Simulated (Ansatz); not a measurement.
Write the native input for Ansatz 0.2.0 that does the following.

| Item | Value |
| --- | --- |
| Task | phonons |
| Functional | PBE |
| Potentials or basis | Ansatz PAW |
| Cutoff | 420 eV (not typed: the program's choice for these potentials) |
| k mesh | 8 × 8 × 6 |
| Occupations | fixed |
| Spin | no spin polarisation |

MgO:

```
Mg O
1.0
     3.30779    0.00000    0.00000
    -1.65389    2.86463    0.00000
     0.00000    0.00000    4.98288
Mg O
2 2
Direct
  0.66667 0.33333 0.50216
  0.33333 0.66667 0.00216
  0.66667 0.33333 0.90244
  0.33333 0.66667 0.40244
```

Measurements of this composition are mostly on another form, of space group No. 225.

One way to write it, as run:

input.yaml

```yaml
crystal:
  lattice:
    - [3.3077869865, 0.0, 0.0]
    - [-1.6538934933, 2.8646275606, 0.0]
    - [0.0, 0.0, 4.98288167]
  atoms:
    - { symbol: Mg, position: [0.6666666667, 0.3333333333, 0.50215974] }
    - { symbol: Mg, position: [0.3333333333, 0.6666666667, 0.00215974] }
    - { symbol: O, position: [0.6666666667, 0.3333333333, 0.90244026] }
    - { symbol: O, position: [0.3333333333, 0.6666666667, 0.40244026] }
hamiltonian:
  xc: pbe
  pseudopotentials: { kind: paw }
kpoints:
  mp_grid: { grid: [8, 8, 6] }
scf:
  occupations: { method: fixed }
phonons:
  method: dfpt
  dielectric: true
  rigid_motions: translations
```

Potentials or basis: Ansatz PAW.

Run with:

```sh
$ ansatz run input.yaml --threads 2 --pin off --max-ram 5632MiB --backend cpu --events-out ev --progress --plain --runs-dir out
```

Results of the run:

```json
{"Band gap on the k mesh": "3.48 eV, direct", "Electronic dielectric tensor (diagonal)": "2.97, 2.97, 3.08", "Born charges (mean of the diagonal)": "Mg +1.84; O -1.84 e", "Highest phonon frequency at Γ, LO-TO splitting left out": "530 cm⁻¹", "Static dielectric tensor (diagonal)": "5.46, 5.46, 7.37"}
```

Wall time 87 s on 2 threads of Intel(R) Xeon(R) Processor @ 2.70GHz, on a shared host, peak memory 0.78 GiB.
